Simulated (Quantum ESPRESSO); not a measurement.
## GaAs: zone-centre phonons and dielectric response under several settings

```
As Ga
1.0
     0.00000    2.82685    2.82685
     2.82685    0.00000    2.82685
     2.82685    2.82685    0.00000
As Ga
1 1
Direct
  0.75000 0.75000 0.75000
  0.00000 0.00000 0.00000
```

All runs used Quantum ESPRESSO 7.5; k mesh 6 × 6 × 6, shifted; given cell, atoms relaxed; no spin polarisation; occupations smeared at first, fixed for the response.

```csv
level,potentials,cutoff (eV),pressure (GPa),lowest optical mode without the field (cm⁻¹),highest mode with the field (cm⁻¹),ε∞ (mean),ε0 (mean),Born charge of atom 1 (e),sum of the Born charges (e)
PBE,GBRV 1.5 PBE,762,?,?,?,?,?,?,?
PBE,SG15 PBE 1.2,1197,3.5,268,286,13.96,15.9,-2.14,-0.03
PBE,JTH 2.0 PBE,707,3.3,267,285,13.78,15.7,-2.16,-0.04
PBE,SSSP 1.3 efficiency PBE,952,3.4,269,287,13.78,15.7,-2.15,-0.02
PBE,SPMS 1.0 PBE,952,3.5,268,286,13.82,15.7,-2.14,-0.02
PBE,Ansatz NC SR PBE,1143,3.4,268,285,13.85,15.7,-2.14,-0.02
PBE,PseudoDojo 0.4.1 SR PBE standard,1143,3.4,268,286,13.83,15.7,-2.14,-0.02
```

Q: What stands in the row left open?

A: Pressure 3.5 GPa; lowest optical mode without the field 269 cm⁻¹; highest mode with the field 287 cm⁻¹; ε∞ 13.78; ε0 15.7; Born charge of atom 1 -2.14 e; sum of the Born charges -0.03 e.

Caveats: the cell is more than 3 GPa from zero pressure, which shifts response properties.

For the row left open. Caveat: the mesh is thin for the dielectric tensor, Born charges and intensities, which usually come out too large; the cell is more than 3 GPa from zero pressure, which shifts response properties.

The runs don't all hold the same shells in valence.
